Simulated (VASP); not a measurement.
Here is a VASP 6.6.1 calculation.

The input INCAR:

```
SYSTEM = Y
  PREC = Accurate
  ENCUT = 520
  EDIFF = 1E-6
  ISMEAR = 0
  SIGMA = 0.1
  LREAL = .FALSE.
  LASPH = .TRUE.
  NELM = 80
  ALGO = Fast
  ISIF = 2
  LWAVE = .FALSE.
  LCHARG = .FALSE.
  GGA = PE
  NBANDS = 30
```

KPOINTS

```
regular mesh
0
G
  6 6 4
  0 0 0
```

Contents of POSCAR:

```
Y
1.0
    2.0298146149     -6.4389889595      0.0000000000
    2.0298146149      6.4389889595      0.0000000000
    0.0000000000      0.0000000000      5.3719565034
Y
4
Direct
    0.0980000000      0.9020000000      0.9100000000
    0.5980000000      0.4020000000      0.5900000000
    0.9020000000      0.0980000000      0.0900000000
    0.4020000000      0.5980000000      0.4100000000
```

Potentials or basis: VASP PAW PBE potentials, release 64 (Y_sv).

Launch:

```sh
$ cat potpaw_PBE.64/Y_sv/POTCAR > POTCAR
$ mpirun -np 1 vasp_std > vasp.out
```

(1) What does it give for the band gap on the k mesh?

(2) Predict the pressure.

(3) Predict the largest force.

## Answers

(1) none (metal or under the smearing width).

(2) 0.5 GPa.

(3) 2.481 eV/Å.

Caveat: forces of over 1 eV/Å show positions far from the minimum, so gaps and moduli don't describe the material at rest.
